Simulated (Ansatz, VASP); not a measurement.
# One calculation of Na, two programs

INCAR

```
SYSTEM = Na
PREC = Accurate
ENCUT = 520
EDIFF = 1E-6
ISMEAR = -1
SIGMA = 0.05
LREAL = .FALSE.
LASPH = .TRUE.
NELM = 60
ALGO = Normal
ISIF = 2
LWAVE = .FALSE.
LCHARG = .FALSE.
GGA = PS
NBANDS = 14
```

Contents of KPOINTS:

```
Automatic mesh
0
G
  13 13 7
  0 0 0
```

POSCAR

```
Na
1.0
    3.8423410176      0.0000000000      0.0000000000
   -1.9211705088      3.3275649312      0.0000000000
    0.0000000000      0.0000000000      6.1540000000
Na
2
Direct
    0.3333333333      0.6666666667      0.2500000000
    0.6666666667      0.3333333333      0.7500000000
```

Input for Ansatz:

```yaml
crystal:
  lattice:
    - [3.8423410176, 0.0, 0.0]
    - [-1.9211705088, 3.3275649312, 0.0]
    - [0.0, 0.0, 6.154]
  atoms:
    - { symbol: Na, position: [0.3333333333, 0.6666666667, 0.25] }
    - { symbol: Na, position: [0.6666666667, 0.3333333333, 0.75] }
kpoints:
  mp_grid: { grid: [13, 13, 7] }
  band_path:
    path:
      - [0.0, 0.0, 0.0]
      - [0.5, 0.0, 0.0]
      - [0.3333333333, 0.3333333333, 0.0]
      - [0.0, 0.0, 0.0]
      - [0.0, 0.0, 0.5]
      - [0.5, 0.0, 0.5]
      - [0.3333333333, 0.3333333333, 0.5]
      - [0.0, 0.0, 0.5]
      - [0.5, 0.0, 0.5]
    npoints: 5
scf:
  occupations: { method: fermi_dirac, width: 0.05 }
hamiltonian:
  xc: pbesol
  pseudopotentials: { kind: all_electron, lapw: { basis_error: 0.00025 } }
output:
  forces: true
  stress: true
  eigenvalues: true
```

Change from the starting cell: equal xx and yy strain of +2 %.

Alike in both runs: task single point; functional PBEsol; k mesh 13 × 13 × 7; occupations fermi-dirac, width 0.05 eV; no spin polarisation.

|  | VASP | Ansatz |
| --- | --- | --- |
| version | VASP 6.6.1 | Ansatz 0.2.0 |
| potentials or method | VASP PAW PBE potentials, release 64 (Na_pv) | all-electron LAPW, scalar-relativistic |
| plane-wave cutoff (eV) | 520 | see its input |

```csv
,VASP,Ansatz,Ansatz less VASP
pressure (GPa),-0.5,-0.5,-0.03
largest component of the traceless stress (GPa),0.16,0.16,-0.001
```

Ansatz ran all-electron here, so the differences hold the error of VASP's frozen core and of both bases.

Caveats: the PAW data sets were made with another functional, which shifts forces and pressure a little (VASP).
